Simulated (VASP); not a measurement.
# MgS (P6_3mc) in VASP: reference runs, part 2 of 2

VASP 6.6.1.

### Step 4. Equation of state, PBEsol, 21.76 Å³/atom (volume scaled by 0.96)

Input file INCAR:

```
PREC = Accurate
ENCUT = 520
EDIFF = 1E-7
ISMEAR = -1
SIGMA = 0.05
LREAL = False
LASPH = True
NELM = 100
ALGO = Normal
ISIF = 2
LWAVE = False
LCHARG = False
GGA = PS
NBANDS = 16
```

Input file KPOINTS:

```
regular mesh
0
Gamma
  8 8 4
```

Input file POSCAR:

```
MgS
1.0
    3.9800937980      0.0000000000      0.0000000000
   -1.9900468990      3.4468623386      0.0000000000
    0.0000000000      0.0000000000      6.3453606289
S Mg
2 2
Direct
    0.6666666667      0.3333333333      0.8792441500
    0.3333333333      0.6666666667      0.3792441500
    0.3333333333      0.6666666667      0.9957548500
    0.6666666667      0.3333333333      0.4957548500
```

Potentials or basis: VASP PAW PBE potentials, release 64 (S, Mg).

Started as:

```
$ cat potpaw_PBE.64/S/POTCAR potpaw_PBE.64/Mg/POTCAR > POTCAR
$ mpirun -np 1 vasp_std > vasp.out
```

OUTCAR:

```text
PREC = Accurate
   ENCUT = 520
   EDIFF = 1E-7
   ISMEAR = -1
   LREAL = False
   LASPH = True
   NELM = 100
   ISIF = 2
   GGA = PS

 Found     30 irreducible k-points:

 Following reciprocal coordinates:
            Coordinates               Weight
  0.000000  0.000000  0.000000      1.000000
  0.125000  0.000000  0.000000      6.000000
  0.250000  0.000000  0.000000      6.000000
  0.375000  0.000000  0.000000      6.000000
  0.500000  0.000000  0.000000      3.000000
  0.125000  0.125000  0.000000      6.000000
   k-points           NKPTS =     30   k-points in BZ     NKDIM =     30   number of bands    NBANDS=     16
   number of dos      NEDOS =    301   number of ions     NIONS =      4
   total plane-waves  NPLWV =  43200
   dimension x,y,z NGX =    30 NGY =   30 NGZ =   48
   dimension x,y,z NGXF=    60 NGYF=   60 NGZF=   96
   ions per type =               2   2
   NGX,Y,Z   is equivalent  to a cutoff of  12.53, 12.53, 12.58 a.u.
   NGXF,Y,Z  is equivalent  to a cutoff of  25.06, 25.06, 25.15 a.u.
 SYSTEM =  unknown system
   PREC   = accura    normal or accurate (medium, high low for compatibility)
   ISTART =      0    job   : 0-new  1-cont  2-samecut
   ICHARG =      2    charge: 1-file 2-atom 10-const
   ISPIN  =      1    spin polarized calculation?
[... 58 lines left out ...]
 fundamental gap:      3.4701591315
 Fermi energy:         2.3686660479

 k-point     1 :       0.0000    0.0000    0.0000
  band No.  band energies     occupation
      1     -10.1573      2.00000
      2      -9.3461      2.00000
      3      -2.0251      2.00000
      4       0.7916      2.00000
      5       0.7916      2.00000
      6       1.2341      2.00000
[... 91 lines left out ...]
      3      -1.6507      2.00000
      4      -0.2615      2.00000
      5      -0.1396      2.00000
      6       0.5419      2.00000
[... 8 lines left out ...]
     15      10.1253      0.00000
     16      10.3312      0.00000

 [... further k-points ...]

------------------------ aborting loop because EDIFF is reached ----------------------------------------

  FORCE on cell =-STRESS in cart. coord.  units (eV):
  Direction    XX          YY          ZZ          XY          YZ          ZX
  --------------------------------------------------------------------------------------
  -------------------------------------------------------------------------------------
  Total        1.2463868      1.2463868      0.9620717      0.0000000      0.0000000      0.0000000
  in kB       22.9398129     22.9398129     17.7069793      0.0000000      0.0000000      0.0000000
  external PRESSURE =      21.1955350 kB  Pullay stress =       0.0000000 kB

 VOLUME and BASIS-vectors are now :
 -----------------------------------------------------------------------------
  energy-cutoff  :      520.00
  volume of cell :       87.05
      direct lattice vectors                 reciprocal lattice vectors
     3.980093798  0.000000000  0.000000000     0.251250360  0.145059463  0.000000000
    -1.990046899  3.446862339  0.000000000     0.000000000  0.290118926  0.000000000
     0.000000000  0.000000000  6.345360629     0.000000000  0.000000000  0.157595456

 POSITION                                       TOTAL-FORCE (eV/Angst)
 -----------------------------------------------------------------------------------
      1.99005      1.14895      5.57912        -0.000000     -0.000000     -0.040214
     -0.00000      2.29791      2.40644         0.000000     -0.000000     -0.040214
     -0.00000      2.29791      6.31842        -0.000000      0.000000      0.040214
      1.99005      1.14895      3.14574         0.000000      0.000000      0.040214
 -----------------------------------------------------------------------------------
    total drift:                                0.000000      0.000000      0.000340

  FREE ENERGIE OF THE ION-ELECTRON SYSTEM (eV)
  ---------------------------------------------------
  free  energy   TOTEN  =       -17.8525183035 eV

  energy  without entropy=      -17.8525183034  energy(sigma->0) =      -17.85251830
```

stdout:

```text
POSCAR found type information on POSCAR S Mg
 POSCAR found :  2 types and       4 ions
 scaLAPACK will be used
 -----------------------------------------------------------------------------
|                                                                             |
|                                                                             |
|     You enforced a specific xc type in the INCAR file but a different       |
|     I HOPE YOU KNOW WHAT YOU ARE DOING!                                     |
|                                                                             |
 -----------------------------------------------------------------------------

 LDA part: xc-table for (Slater+PW92), standard interpolation
 POSCAR, INCAR and KPOINTS ok, starting setup
 FFT: planning ... GRIDC
 FFT: planning ... GRID_SOFT
 FFT: planning ... GRID
 WAVECAR not read
 entering main loop
```

Wall time 34 s (1 thread of Intel Xeon Platinum 8259CL at 2.50GHz (Skylake/Cascade Lake), shared host); peak memory 0.2 GiB.

Results:

```
Free energy            : -17.8525 eV
Pressure               : 2.1 GPa
Largest force          : 0.040 eV/Å
Band gap on the k mesh : 3.47 eV, direct
```

Caveat: the PAW data sets were made with another functional, which shifts forces and pressure a little.

### Step 5. Equation of state, PBEsol, 22.22 Å³/atom (volume scaled by 0.98)

INCAR is that of step 4.

KPOINTS is that of step 4.

Input file POSCAR:

```
MgS
1.0
    4.0075435882      0.0000000000      0.0000000000
   -2.0037717941      3.4706345542      0.0000000000
    0.0000000000      0.0000000000      6.3891231196
S Mg
2 2
Direct
    0.6666666667      0.3333333333      0.8792441500
    0.3333333333      0.6666666667      0.3792441500
    0.3333333333      0.6666666667      0.9957548500
    0.6666666667      0.3333333333      0.4957548500
```

Started as:

```
$ cat potpaw_PBE.64/S/POTCAR potpaw_PBE.64/Mg/POTCAR > POTCAR
$ mpirun -np 1 vasp_std > vasp.out
```

Wall time 34 s (1 thread of Intel Xeon Platinum 8259CL at 2.50GHz (Skylake/Cascade Lake), shared host); peak memory 0.2 GiB.

Results (log left out):

- Free energy: -17.8692 eV
- Pressure: 0.8 GPa
- Largest force: 0.043 eV/Å
- Band gap on the k mesh: 3.37 eV, direct

Caveat: the PAW data sets were made with another functional, which shifts forces and pressure a little.

### Step 6. Equation of state, PBEsol, 23.12 Å³/atom (volume scaled by 1.02)

INCAR is that of step 5.

KPOINTS is that of step 5.

Input file POSCAR:

```
MgS
1.0
    4.0613425392      0.0000000000      0.0000000000
   -2.0306712696      3.5172258124      0.0000000000
    0.0000000000      0.0000000000      6.4748933962
S Mg
2 2
Direct
    0.6666666667      0.3333333333      0.8792441500
    0.3333333333      0.6666666667      0.3792441500
    0.3333333333      0.6666666667      0.9957548500
    0.6666666667      0.3333333333      0.4957548500
```

Potentials or basis: VASP PAW PBE potentials, release 64 (S, Mg).

Started as:

```
$ cat potpaw_PBE.64/S/POTCAR potpaw_PBE.64/Mg/POTCAR > POTCAR
$ mpirun -np 1 vasp_std > vasp.out
```

Run time: 34 s. Hardware: 1 thread of Intel Xeon Platinum 8259CL at 2.50GHz (Skylake/Cascade Lake), shared host; peak memory 0.21 GiB.

It converged, with:

| Quantity | Value |
| --- | --- |
| Free energy | -17.8611 eV |
| Pressure | -1.5 GPa |
| Largest force | 0.047 eV/Å |
| Band gap on the k mesh | 3.18 eV, direct |

Caveat: the PAW data sets were made with another functional, which shifts forces and pressure a little.

### Step 7. Equation of state, PBEsol, 23.58 Å³/atom (volume scaled by 1.04)

INCAR is that of step 6.

KPOINTS is that of step 6.

Input file POSCAR:

```
MgS
1.0
    4.0877156323      0.0000000000      0.0000000000
   -2.0438578162      3.5400655811      0.0000000000
    0.0000000000      0.0000000000      6.5169393366
S Mg
2 2
Direct
    0.6666666667      0.3333333333      0.8792441500
    0.3333333333      0.6666666667      0.3792441500
    0.3333333333      0.6666666667      0.9957548500
    0.6666666667      0.3333333333      0.4957548500
```

Started as:

```
$ cat potpaw_PBE.64/S/POTCAR potpaw_PBE.64/Mg/POTCAR > POTCAR
$ mpirun -np 1 vasp_std > vasp.out
```

It took 34 s on 1 thread of Intel Xeon Platinum 8259CL at 2.50GHz (Skylake/Cascade Lake), shared host; peak memory 0.21 GiB.

The run converged. Its results:

```
Free energy            : -17.8390 eV
Pressure               : -2.5 GPa
Largest force          : 0.049 eV/Å
Band gap on the k mesh : 3.08 eV, direct
```

Caveat: the PAW data sets were made with another functional, which shifts forces and pressure a little.

### Step 8. Equation of state, PBEsol, 24.03 Å³/atom (volume scaled by 1.06)

INCAR is that of step 7.

KPOINTS is that of step 7.

Input file POSCAR:

```
MgS
1.0
    4.1137527396      0.0000000000      0.0000000000
   -2.0568763698      3.5626143774      0.0000000000
    0.0000000000      0.0000000000      6.5584496235
S Mg
2 2
Direct
    0.6666666667      0.3333333333      0.8792441500
    0.3333333333      0.6666666667      0.3792441500
    0.3333333333      0.6666666667      0.9957548500
    0.6666666667      0.3333333333      0.4957548500
```

Started as:

```
$ cat potpaw_PBE.64/S/POTCAR potpaw_PBE.64/Mg/POTCAR > POTCAR
$ mpirun -np 1 vasp_std > vasp.out
```

It took 32 s on 1 thread of Intel Xeon Platinum 8259CL at 2.50GHz (Skylake/Cascade Lake), shared host; peak memory 0.23 GiB.

Results (log left out):

```
Free energy            : -17.8064 eV
Pressure               : -3.3 GPa
Largest force          : 0.051 eV/Å
Band gap on the k mesh : 3.00 eV, direct
```

Caveat: the PAW data sets were made with another functional, which shifts forces and pressure a little.

### Step 9. Single point, PBEsol (atoms moved at random, drawn with an rms of 0.05 Å)

INCAR is that of step 8.

KPOINTS is that of step 8.

Input file POSCAR:

```
MgS
1.0
    4.0346224068      0.0000000000      0.0000000000
   -2.0173112034      3.4940854990      0.0000000000
    0.0000000000      0.0000000000      6.4322941800
S Mg
2 2
Direct
    0.6617040000      0.3374660000      0.8723450000
    0.3364140000      0.6649440000      0.3715030000
    0.3340580000      0.6686330000      0.9975070000
    0.6644550000      0.3253470000      0.5008510000
```

Potentials or basis: VASP PAW PBE potentials, release 64 (S, Mg).

Started as:

```
$ cat potpaw_PBE.64/S/POTCAR potpaw_PBE.64/Mg/POTCAR > POTCAR
$ mpirun -np 1 vasp_std > vasp.out
```

Wall time 2.2 min (1 thread of Intel Xeon Platinum 8259CL at 2.50GHz (Skylake/Cascade Lake), shared host); peak memory 0.31 GiB.

It converged, with:

```
Free energy            : -17.8473 eV
Pressure               : -0.2 GPa
Largest force          : 0.454 eV/Å
Band gap on the k mesh : 3.36 eV, direct
```

Forces in eV/Å, atoms in the order of the input:
```
S    0.156 -0.055  0.339
S   -0.053 -0.100  0.340
Mg  -0.137  0.041 -0.240
Mg   0.034  0.113 -0.439
```

Stress tensor (GPa, compression positive):
```
-1.17 -0.36 -0.13
-0.36 -1.03  0.20
-0.13  0.20  1.47
```

Levels at points of the mesh, in eV from the valence-band top:
| k point | band 4 | band 5 | band 6 | band 7 | band 8 | band 9 | band 10 | band 11 | band 12 | band 13 |
| --- | --- | --- | --- | --- | --- | --- | --- | --- | --- | --- |
| (0.00, 0.00, 0.00) | -0.49 | -0.43 | -0.04 | -0.01 | 0.00 | 3.36 | 4.67 | 7.48 | 7.54 | 8.26 |
| (0.50, 0.00, 0.00) | -2.31 | -1.92 | -1.16 | -0.91 | -0.36 | 4.69 | 5.07 | 5.73 | 7.40 | 8.28 |
| (0.00, 0.50, 0.00) | -2.34 | -1.90 | -1.14 | -0.92 | -0.33 | 4.70 | 5.09 | 5.74 | 7.41 | 8.26 |
| (0.50, 0.50, 0.00) | -2.38 | -1.86 | -1.13 | -1.00 | -0.33 | 4.68 | 5.20 | 5.81 | 7.41 | 8.23 |
| (0.00, 0.00, 0.50) | -1.91 | -0.32 | -0.26 | -0.23 | -0.18 | 4.82 | 4.88 | 7.55 | 7.58 | 7.60 |
| (0.50, 0.00, 0.50) | -3.01 | -0.85 | -0.81 | -0.78 | -0.74 | 4.58 | 4.59 | 6.30 | 6.32 | 9.12 |
| (0.00, 0.50, 0.50) | -3.04 | -0.84 | -0.80 | -0.77 | -0.72 | 4.57 | 4.58 | 6.30 | 6.34 | 9.13 |
| (0.50, 0.50, 0.50) | -3.04 | -0.80 | -0.78 | -0.75 | -0.74 | 4.53 | 4.54 | 6.32 | 6.33 | 9.14 |

Caveat: the PAW data sets were made with another functional, which shifts forces and pressure a little.

### Step 10. Equation of state, PBEsol

This step only gathers the single runs of the series.

What came out:

```yaml
Equilibrium_volume: 22.52 Å³/atom
Bulk_modulus_at_fixed_shape_and_positions: 58 GPa
Pressure_derivative_of_the_bulk_modulus: 4.1
```

Energy against volume, from the lowest point:
```csv
volume (Å³/atom),energy (meV/atom)
21.309,12.89
21.763,4.77
22.216,0.60
22.670,0.00
23.123,2.62
23.576,8.14
24.030,16.29
```

Caveat: the cell was scaled at fixed shape and fractional positions, which overstates the stiffness of a crystal with free parameters, most of all of layers and chains; the PAW data sets were made with another functional, which shifts forces and pressure a little.

### Step 11. Summary

| task | cell | gap on the mesh (eV) | pressure (GPa) | largest force (eV/Å) |
| --- | --- | --- | --- | --- |
| single point | as given | 3.27 | -0.4 | 0.05 |
| single point | atoms moved at random, drawn with an rms of 0.05 Å | 3.36 | -0.2 | 0.45 |
| equation of state | as given | - | - | - |

Alike in all rows: level PBEsol; potentials or basis VASP PAW PBE potentials, release 64 (S, Mg); no spin polarisation; k mesh 8 × 8 × 4; cutoff (eV) 520; smearing fermi-dirac 0.05 eV.

Caveats: the PAW data sets were made with another functional, which shifts forces and pressure a little; the cell was scaled at fixed shape and fractional positions, which overstates the stiffness of a crystal with free parameters, most of all of layers and chains (some runs).

Absolute energies hang on the potentials; compare differences alone.
